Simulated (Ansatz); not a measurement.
# Quasi-harmonic thermodynamics of HfO2 (Fm-3m)

Wanted: α(T), C_P(T) and B(T) of HfO2 in the quasi-harmonic approximation.

Calculated with Ansatz 0.2.0; DFT PBEsol, scalar-relativistic, plane waves, PAW.

## 1. Set-up

The structure is cubic, space group Fm-3m (No. 225). Conventional cell: a = 5.115 Å, b = 5.115 Å, c = 5.115 Å, α = 90.00°, β = 90.00°, γ = 90.00°. Nearest to Hf lie 8 O at 2.21 Å. O has 4 Hf at 2.21 Å nearest. Farther neighbours and most contacts between anions are not listed.

## 2. Probe on a coarse mesh

A cheap single point shows whether the cell is a metal or an insulator and how far it is from rest; that sets the k-mesh and the occupations of what follows.

Contents of input.yaml:

```yaml
crystal:
  lattice:
    - [0.0, 2.5575, 2.5575]
    - [2.5575, 0.0, 2.5575]
    - [2.5575, 2.5575, 0.0]
  atoms:
    - { symbol: Hf, position: [0.0, 0.0, 0.0] }
    - { symbol: O, position: [0.25, 0.25, 0.25] }
    - { symbol: O, position: [0.75, 0.75, 0.75] }
kpoints:
  mp_grid: { grid: [6, 6, 6] }
hamiltonian:
  xc: pbesol
scf:
  occupations: { method: gaussian, width: 0.1 }
output:
  forces: true
  stress: true
  eigenvalues: true
```

Run with:

```sh
$ ansatz run input.yaml --threads 4 --pin off --max-ram 16384MiB --backend cpu --events-out ev --progress --plain --runs-dir out
```

Numbers of over 12 decimals in the logs are rounded to 6 here.

What it wrote:

```text
Engine: ansatz 0.2.0, aarch64-unknown-linux-gnu
Pseudopotentials: kind: paw
Pseudopotential: Hf, paw, valence charge 26, recommended cutoff 420 eV (normal), Hf.paw.azcp
Pseudopotential: O, paw, valence charge 6, recommended cutoff 420 eV (normal), O.paw.azcp
Functional definition: PBEsol
  exchange = pbesol_x
  correlation = pbesol_c
Crystal: 3 atoms, lattice volume = 33.456 Å³
Basis set: ecut = 420 eV, 645 PW (Γ), exchange–correlation on 50×50×50 points (8 copies of the dense FFT grid, shifted against one another)
Bands: 23, of which v1, the nominal top of the filled ones, is band 19 counted from 1 (18 counted from 0)
Symmetry: 48 space group operations
Space group: Fm-3m (ITA 225), of the structure as read, at distance tolerance 3.2e-5 Å
k-points: 16 of 216
Non-local potential: Hf, projectors of the file, l = 0: 3, l = 1: 2, l = 2: 2, l = 3: 3
Non-local potential: O, projectors of the file, l = 0: 2, l = 1: 2, l = 2: 1
PAW form: soft (Blöchl's): semilocal exchange-correlation on the pseudo side does not see the compensation charge
PAW frozen core: Hf, regenerated for the run's functional, and the local potential with it (the file was generated under x = pbe(κ = 0.804, μ = 0.219515), c = pbe(β = 0.066725))
PAW frozen core: O, regenerated for the run's functional, and the local potential with it (the file was generated under x = pbe(κ = 0.804, μ = 0.219515), c = pbe(β = 0.066725))
PAW one-centre angular grid: Hf, 590 points (default); XC on 64 Gauss nodes
PAW one-centre angular grid: O, 110 points (default); XC on 64 Gauss nodes
Initial density: superposition of atomic densities (neutral atoms: chi_scale 0, normalization atom), corrected by the library's trained network
Initial wavefunctions: pseudopotential atomic-orbital guess
Functional: x = pbesol(κ = 0.804, μ = 0.123457), c = pbesol(β = 0.046)
SCF iter   1: F=—  HF=-16725.046939 eV  |F-HF|=—  |Δ(HF+E_count)|=         —  Δρ=1.68e-2  dr2=7.64e-2  ethr=1.77e-3  ⟨swp⟩=4.3  Hψ=1330  notcnv=0
preconditioner: auto → none  [insulator: Δε(μ)=3.391 eV  Ē_g=18.000 eV  σ=0.100 eV  W_gap=1.00  n_scr=14 (ndim 8)  ℏωp=38.5 eV  f_vac=0.066  D(μ)=0.00/eV (n_scr^D=0)  ε∞_Penn≈5.6]
SCF iter   2: F=—  HF=-16725.036538 eV  |F-HF|=—  |Δ(HF+E_count)|=   1.04e-2  Δρ=1.09e-2  dr2=3.27e-2  ethr=2.01e-4  ⟨swp⟩=2.0  Hψ=797  notcnv=0
SCF iter   3: F=—  HF=-16725.027815 eV  |F-HF|=—  |Δ(HF+E_count)|=   8.72e-3  Δρ=1.28e-3  dr2=2.41e-4  ethr=8.60e-5  ⟨swp⟩=2.0  Hψ=637  notcnv=0
SCF iter   4: F=—  HF=-16725.027931 eV  |F-HF|=—  |Δ(HF+E_count)|=   1.16e-4  Δρ=5.21e-4  dr2=2.77e-5  ethr=6.35e-7  ⟨swp⟩=2.4  Hψ=673  notcnv=0
SCF iter   5: F=—  HF=-16725.028011 eV  |F-HF|=—  |Δ(HF+E_count)|=   7.99e-5  Δρ=1.28e-4  dr2=1.65e-6  ethr=7.29e-8  ⟨swp⟩=2.5  Hψ=678  notcnv=0
SCF iter   6: F=-16725.028014 eV  HF=-16725.028014 eV  |F-HF|=4.81e-9  |Δ(HF+E_count)|=   2.72e-6  Δρ=7.82e-6  dr2=1.09e-8  ethr=2.63e-10  ⟨swp⟩=3.4  Hψ=1613  notcnv=0
the search or the solves at the SCF's close seem to have found levels that the self-consistency loop had missed (the run counts 1). By its estimate they hold under 1e-12 electrons; where the run keeps them, the occupations were computed again with them
SCF 1 converged in 6 iterations: F = -16725.028014 eV  dr2 = 1.09e-8
  greatest PAW one-centre occupation: 0.999 electrons in one spin orbital (limit 2), on the Hf atom at site 0 (counted from 0), in its partial waves of l = 3
SCF converged after 6 iterations
Free energy (F): -16725.028014 eV
Harris-Foulkes:  -16725.028014 eV  (|F-HF|=4.81e-9)
Internal energy: -16725.028014 eV  (E = F + TS)
E sigma→0 (E₀):  -16725.028014 eV
Fermi energy:    17.167949 eV
--- Per-component energies (eV) ---
  E_band       = 26.940923
  E_kinetic    = 767.891131
  E_local      = -5815.231862  (includes V_loc(G=0)·N_el)
  E_nonlocal   = -1141.425524
  E_hartree    = 2657.206721
  E_xc         = -442.607204
  E_vxc        = -452.047458  (∫ρ·V_xc dr)
  E_paw        = -7110.080718  (= ΣΔE_a)
  E_vpaw       = 1353.343920  (= ΣTr[D̂ρ^β])
  E_aug_tail   = 0.004934  (compensation charges beyond the density's cutoff)
  E_ewald      = -5642.107159
  E_core_change = 1.321667  (= ΣΔE_core)
  E_smearing   = -0.000000  (= −TS)
  E_closure    = 0.000000  (closes the sum)
  Σ components = -16725.028014   (vs F -16725.028014, Δ=0.00e0)
--- Forces (eV/Å), atoms counted from 1 ---
  atom   1  Hf    -0.00000000     0.00000000    -0.00000000
  atom   2  O      0.00000000     0.00000000     0.00000000
  atom   3  O      0.00000000     0.00000000    -0.00000000
  max |Σ_I F_I| component: 2.31e-18 eV/Å
--- Stress (GPa, compression-positive) ---
      -10.177879       0.000000      -0.000000
        0.000000     -10.177879       0.000000
        0.000000      -0.000000     -10.177879
  P = ⅓ Tr σ = -10.1779 GPa (-101.779 kbar)
--- Band table (eV; the first three rows and the last of 16) ---
  k-point 0: bands = [... 15 lower, 10.0876, 14.7587, 14.7587, 14.7587, 19.0929, 19.0929, 20.7627, 25.4690]
  k-point 1: bands = [... 15 lower, 10.7880, 13.9959, 14.3028, 14.3028, 19.5322, 19.5322, 21.7255, 24.4435]
  k-point 2: bands = [... 15 lower, 12.0871, 12.8076, 13.7027, 13.7027, 19.8819, 19.8819, 21.9460, 24.5510]
  k-point 15: bands = [... 15 lower, 12.3515, 13.2970, 13.9185, 15.2238, 19.6356, 20.5189, 21.9107, 22.5869]
```

Run time: 0.88 s. Hardware: 4 threads of Arm Neoverse N1, shared host; peak memory 0.29 GiB; 2.2 s of CPU time.

A gap read on the k-mesh alone can miss the band edges.

Numbers from this step:

```
pressure          : -10.18 GPa
gap on the k-mesh : 3.590 eV
volume per atom   : 11.15 Å³
```

The start is under -10 GPa at this level and looks like an insulator or semiconductor on this mesh.

## 3. A loose first relaxation

The start is far from rest, so a relaxation with loose thresholds first brings it near the minimum.

Edit input.yaml of step 2 so:

```diff
@@ -19 +19,6 @@
   eigenvalues: true
+relax:
+  adjacent_minimum: "off"
+  f_tol: 0.05
+  max_steps: 80
+  cell: { stress_tol: 0.5 }
```

What it wrote:

```text
[...]
Crystal: 3 atoms, lattice volume = 33.456 Å³
Basis set: ecut = 420 eV, 645 PW (Γ), exchange–correlation on 50×50×50 points (8 copies of the dense FFT grid, shifted against one another)
Bands: 23, of which v1, the nominal top of the filled ones, is band 19 counted from 1 (18 counted from 0)
Symmetry: 48 space group operations
[...]
k-points: 16 of 216
[...]
SCF iter   1: F=—  HF=-16725.046939 eV  |F-HF|=—  |Δ(HF+E_count)|=         —  Δρ=1.68e-2  dr2=7.64e-2  ethr=1.77e-3  ⟨swp⟩=4.3  Hψ=1330  notcnv=0
[...]
SCF iter   6: F=-16725.028014 eV  HF=-16725.028014 eV  |F-HF|=4.81e-9  |Δ(HF+E_count)|=   2.72e-6  Δρ=7.82e-6  dr2=1.09e-8  ethr=2.63e-10  ⟨swp⟩=3.4  Hψ=1613  notcnv=0
[...]
SCF 1 converged in 6 iterations: F = -16725.028014 eV  dr2 = 1.09e-8
[...]
relax step   1: F+E_penalty+E_count = -16725.02801402 eV  Δ(F+E_penalty+E_count) = +0.000e0 eV  max|allowed force component| = 1.253e-18 eV/Å  Δτ_max = 0.0000 Å  P = -10.178 GPa  Ω = 33.456 Å³  (6 SCF iters, dr2 threshold 1.00e-7 eV, accepted)
Crystal: 3 atoms, lattice volume = 31.796 Å³
Basis set: ecut = 420 eV, 609 PW (Γ), exchange–correlation on 50×50×50 points (8 copies of the dense FFT grid, shifted against one another)
[...]
iter 1 solved again at ethr=3.16e-5 eV; its pass at ethr=3.10e-3 eV (dr2=1.20e-2 eV) is discarded
[...]
SCF iter   6: F=-16725.078809 eV  HF=-16725.078809 eV  |F-HF|=4.30e-8  |Δ(HF+E_count)|=   2.45e-6  Δρ=1.98e-5  dr2=4.52e-8  ethr=7.89e-10  ⟨swp⟩=3.2  Hψ=1609  notcnv=0
SCF 2 converged in 6 iterations: F = -16725.078809 eV  dr2 = 4.52e-8
relax step   2: F+E_penalty+E_count = -16725.07880935 eV  Δ(F+E_penalty+E_count) = -5.080e-2 eV  max|allowed force component| = 2.024e-17 eV/Å  Δτ_max = 0.0000 Å  P = +2.797 GPa  Ω = 31.796 Å³  energy of the carried Pulay correction = +9.686e-3 eV  (6 SCF iters, dr2 threshold 3.00e-7 eV, accepted)
Crystal: 3 atoms, lattice volume = 32.140 Å³
[...]
SCF iter   5: F=-16725.079553 eV  HF=-16725.079552 eV  |F-HF|=9.33e-8  |Δ(HF+E_count)|=   3.03e-8  Δρ=3.18e-5  dr2=1.40e-7  ethr=7.89e-10  ⟨swp⟩=5.4  Hψ=1637  notcnv=0
SCF 3 converged in 5 iterations: F = -16725.079553 eV  dr2 = 1.40e-7
relax step   3: F+E_penalty+E_count = -16725.07955257 eV  Δ(F+E_penalty+E_count) = -7.432e-4 eV  max|allowed force component| = 1.542e-17 eV/Å  Δτ_max = 0.0000 Å  P = -0.171 GPa  Ω = 32.140 Å³  energy of the carried Pulay correction = +7.640e-3 eV  (5 SCF iters, dr2 threshold 3.00e-7 eV, accepted)
Basis set: ecut = 420 eV, 609 PW (Γ), exchange–correlation on 48×48×48 points (8 copies of the dense FFT grid, shifted against one another)
[...]
SCF iter   5: F=-16725.073069 eV  HF=-16725.073069 eV  |F-HF|=6.51e-10  |Δ(HF+E_count)|=   1.44e-8  Δρ=4.60e-6  dr2=1.89e-9  ethr=7.89e-12  ⟨swp⟩=3.3  Hψ=1658  notcnv=0
SCF 4 converged in 5 iterations: F = -16725.073069 eV  dr2 = 1.89e-9
relax step   4: F+E_penalty+E_count = -16725.07306874 eV  Δ(F+E_penalty+E_count) = +6.484e-3 eV  max|allowed force component| = 1.696e-17 eV/Å  Δτ_max = 0.0000 Å  P = -0.498 GPa  Ω = 32.140 Å³  stress off target by 4.98e-1 GPa  SCF on the basis re-selected at this cell (its energy is not comparable with the rows above)  (5 SCF iters)
basis re-selected at this cell: Δ(F+E_penalty+E_count) = +6.484e-3 eV, ΔP = -0.328 GPa vs the last step (what re-selecting the basis moved, of the pressure what is left beyond the Pulay correction that the steps carried, after the strain that the cell walked since its last selection, with what the two solves' SCF thresholds leave and, on support functions, any second-order correction that the steps lacked; it is no measure of the basis error at this ecutwfc). The dense FFT grid was sized anew with the basis: this SCF ran on 24×24×24 points, the steps before it on 25×25×25, so part of this shift can come from that change (see relax.cell in the input reference). [rest of the remark cut]
SCF converged after 5 iterations
Free energy (F): -16725.073069 eV
[...]
Internal energy: -16725.073069 eV  (E = F + TS)
E sigma→0 (E₀):  -16725.073069 eV
Fermi energy:    18.029321 eV
[...]
--- Stress (GPa, compression-positive) ---
       -0.498326      -0.000000      -0.000000
       -0.000000      -0.498326      -0.000000
       -0.000000      -0.000000      -0.498326
  P = ⅓ Tr σ = -0.4983 GPa (-4.983 kbar)
--- Band table (eV; the first three rows and the last of 16) ---
  k-point 0: bands = [... 15 lower, 10.6467, 15.5549, 15.5549, 15.5549, 19.9902, 19.9902, 21.8846, 26.7740]
  k-point 1: bands = [... 15 lower, 11.4071, 14.7872, 15.0718, 15.0718, 20.4679, 20.4679, 22.8320, 25.6719]
  k-point 2: bands = [... 15 lower, 12.7918, 13.5723, 14.4586, 14.4586, 20.8433, 20.8433, 23.0073, 25.7309]
  k-point 15: bands = [... 15 lower, 13.0731, 14.0266, 14.6612, 16.0302, 20.5782, 21.5215, 23.0706, 23.7411]
--- Relaxed structure (3 steps of the walk, 3 accepted, 1 SCFs on fresh bases) ---
  F+E_penalty+E_count = -16725.07306874 eV   max|allowed force component| = 1.696e-17 eV/Å   (the final SCF, on the basis selected at the relaxed cell)
  cell:  # Å, volume = 32.1395 Å³
    - [0, 2.523500, 2.523500]
    - [2.523500, 0, 2.523500]
    - [2.523500, 2.523500, 0]
  atoms:
    - { symbol: Hf, position: [0, 0, 0] }
    - { symbol: O, position: [0.25, 0.25, 0.25] }
    - { symbol: O, position: [0.75, 0.75, 0.75] }
```

Run time: 2.4 s. Hardware: 4 threads; peak memory 0.3 GiB; 6.9 s of CPU time.

The steps of the relaxation:

```csv
step,energy less that of the first step (eV),largest force component (eV/Å),pressure (GPa),volume (Å³)
1,0.0000,0.0000,-10.18,33.46
2,-0.0508,0.0000,2.80,31.80
3,-0.0515,0.0000,-0.17,32.14
4*,-0.0451,0.0000,-0.50,32.14
```

Relaxation steps marked * repeat the geometry before them on a plane-wave basis chosen anew for their cell, so energy and pressure can jump there.

The run keeps the 48 symmetry operations that it works with, so distortions that break them were not tested.

```csv
"conventional cell, symmetrised",before,after,change
a (Å),5.115,5.047,-1.3 %
b (Å),5.115,5.047,-1.3 %
c (Å),5.115,5.047,-1.3 %
volume (Å³/atom),11.15,10.71,-3.9 %
```

Final coordinates:

```xyz
3
Lattice="0.0000 2.5235 2.5235 2.5235 0.0000 2.5235 2.5235 2.5235 0.0000" Properties=species:S:1:pos:R:3 pbc="T T T"
Hf    0.0000    0.0000    0.0000
O     1.2617    1.2617    1.2617
O     3.7852    3.7852    3.7852
```

Numbers from this step:

- pressure: -0.4983 GPa
- gap on the k-mesh: 3.684 eV
- volume per atom: 10.71 Å³

The relaxation ends with a pressure of -0.50 GPa.

## 4. Relaxation

Phonons are second derivatives about a minimum, so cell and atoms are relaxed first, inside the symmetry of the start.

Contents of input.yaml:

```yaml
crystal:
  lattice:
    - [0.0, 2.5234995102, 2.5234995102]
    - [2.5234995102, 0.0, 2.5234995102]
    - [2.5234995102, 2.5234995102, 0.0]
  atoms:
    - { symbol: Hf, position: [0.0, 0.0, 0.0] }
    - { symbol: O, position: [0.25, 0.25, 0.25] }
    - { symbol: O, position: [0.75, 0.75, 0.75] }
kpoints:
  mp_grid: { grid: [8, 8, 8] }
hamiltonian:
  xc: pbesol
scf:
  occupations: { method: gaussian, width: 0.02 }
output:
  forces: true
  stress: true
  eigenvalues: true
relax:
  adjacent_minimum: "off"
  f_tol: 0.005
  max_steps: 80
  cell: { stress_tol: 0.05 }
```

What it wrote:

```text
[...]
Crystal: 3 atoms, lattice volume = 32.140 Å³
Basis set: ecut = 420 eV, 609 PW (Γ), exchange–correlation on 48×48×48 points (8 copies of the dense FFT grid, shifted against one another)
Bands: 23, of which v1, the nominal top of the filled ones, is band 19 counted from 1 (18 counted from 0)
Symmetry: 48 space group operations
[...]
k-points: 29 of 512
[...]
k-point 28: bands = [... 15 lower, 13.5678, 13.5678, 14.7368, 16.0108, 20.9960, 21.3621, 23.3890, 23.3890]
--- Relaxed structure (3 steps of the walk, 3 accepted, 1 SCFs on fresh bases) ---
[...]
cell:  # Å, volume = 32.0805 Å³
    - [0, 2.521953, 2.521953]
    - [2.521953, 0, 2.521953]
    - [2.521953, 2.521953, 0]
  atoms:
    - { symbol: Hf, position: [0, 0, 0] }
    - { symbol: O, position: [0.25, 0.25, 0.25] }
    - { symbol: O, position: [0.75, 0.75, 0.75] }
[key lines of the parts left out:]
SCF converged after 5 iterations
Free energy (F): -16725.073255 eV
Fermi energy:    18.069484 eV
P = ⅓ Tr σ = -0.0205 GPa (-0.205 kbar)
```

It took 3.1 s on 4 threads; peak memory 0.32 GiB.

Little changed from the start: no atom moved by 0.005 Å and no cell edge by 0.1 %.

This step gave:

```yaml
pressure: -0.02051 GPa
gap_on_the_k_mesh: 3.688 eV
volume_per_atom: 10.69 Å³
```

## 5. Tight relaxation

The thresholds are tightened for a last relaxation ahead of the phonons, and where mesh or smearing change with them the cell follows.

input.yaml, the sections that differ from step 4:

```yaml
crystal:
  lattice:
    - [0.0, 2.5219532035, 2.5219532035]
    - [2.5219532035, 0.0, 2.5219532035]
    - [2.5219532035, 2.5219532035, 0.0]
  atoms:
    - { symbol: Hf, position: [0.0, 0.0, 0.0] }
    - { symbol: O, position: [0.25, 0.25, 0.25] }
    - { symbol: O, position: [0.75, 0.75, 0.75] }
scf:
  occupations: { method: fixed }
relax:
  adjacent_minimum: "off"
  f_tol: 0.001
  max_steps: 60
  cell: { stress_tol: 0.01 }
# kpoints, hamiltonian, output: as in step 4
```

What it wrote:

```text
[...]
Crystal: 3 atoms, lattice volume = 32.080 Å³
Basis set: ecut = 420 eV, 609 PW (Γ), exchange–correlation on 48×48×48 points (8 copies of the dense FFT grid, shifted against one another)
Bands: 23, of which v1, the nominal top of the filled ones, is band 19 counted from 1 (18 counted from 0)
Symmetry: 48 space group operations
[...]
k-points: 29 of 512
[...]
k-point 28: bands = [... 15 lower, 13.5694, 13.5694, 14.7384, 16.0126, 20.9981, 21.3643, 23.3916, 23.3916]
--- Relaxed structure (2 steps of the walk, 2 accepted, 1 SCFs on fresh bases) ---
[...]
cell:  # Å, volume = 32.0777 Å³
    - [0, 2.521880, 2.521880]
    - [2.521880, 0, 2.521880]
    - [2.521880, 2.521880, 0]
  atoms:
    - { symbol: Hf, position: [0, 0, 0] }
    - { symbol: O, position: [0.25, 0.25, 0.25] }
    - { symbol: O, position: [0.75, 0.75, 0.75] }
[key lines of the parts left out:]
SCF converged after 6 iterations
Free energy (F): -16725.073272 eV
Fermi energy:    16.227224 eV
P = ⅓ Tr σ = 0.0026 GPa (0.026 kbar)
```

It took 2.4 s on 4 threads; peak memory 0.32 GiB; 7.1 s of CPU time.

Little changed from the start: no atom moved by 0.005 Å and no cell edge by 0.1 %.

This step gave:

| Quantity | Value |
| --- | --- |
| pressure | 0.002647 GPa |

The residual pressure is 0.0026 GPa, small enough for phonons.

(Continued in part 2 of 2.)

[Logs are printed without paths, hosts, clocks, repeated set-up lines and the standing remarks that a program may print on its own settings, such as how far it seeks lower states.]

[Hosts, paths, dates, database ids (printed as entryN), source tags and the programs' standing remarks are cut or masked in the printed files.]

[A step with changed settings may run another functional than the one named; its input shows which.]
